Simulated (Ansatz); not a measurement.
The system is BaTiO3.

```
Ba Ti O
1.0
     0.00000   -2.83705   -2.84580
    -3.98410    2.83705   -2.84580
     3.98410    2.83705   -2.84580
Ba Ti O
2 2 6
Direct
  0.01483 0.52342 0.49595
  0.98517 0.97658 0.00405
  0.46949 0.00348 0.49813
  0.51471 0.48862 0.99397
  0.48613 0.25419 0.28052
  0.52967 0.75371 0.72738
  0.43502 0.81668 0.27996
  0.55996 0.18961 0.72633
  0.02114 0.00157 0.50510
  0.99144 0.49592 0.99239
```

Base run:

```yaml
Program: Ansatz 0.2.0
Functional: PBE
Potentials_or_basis: Ansatz PAW
Cutoff: 600 eV
Density_cutoff: 2400 eV
k_mesh: 7 × 5 × 5
Occupations: fermi-dirac, width 0.05 eV
Spin: no spin polarisation
```

Its results: band gap on the k mesh 0.59 eV, indirect (least direct gap 0.73 eV); pressure 17.5 GPa; largest force 11.623 eV/Å.

Problem. The run is repeated on the same cell with these changes: functional from PBE to r2SCAN; cutoff from 600 eV to 500 eV (not typed: the program's choice for these potentials); hubbard terms from none to Ti d U = 5 eV; hubbard projectors from none to ortho-atomic (the default). What comes out?

Solution. Band gap on the k mesh 1.35 eV, indirect (least direct gap 1.54 eV); pressure 16.7 GPa; largest force 12.437 eV/Å.

Several settings changed at once, so the effect can't be laid on one alone.

Caveats: spin-orbit coupling is left out, which moves the levels of the heavy elements; forces of over 1 eV/Å show positions far from the minimum, so gaps and moduli don't describe the material at rest; odd divisions of the mesh miss points on the zone boundary, where band edges often lie, so the gap on the mesh can be too wide (some runs); so large a pressure means that the cell lies far from this level's equilibrium, or that cutoff or potentials fall short (some runs); the PAW data sets come from PBE, with cores solved anew for the run's functional, which leaves a small shift of forces and pressure (some runs).

A k mesh can miss the band edges.
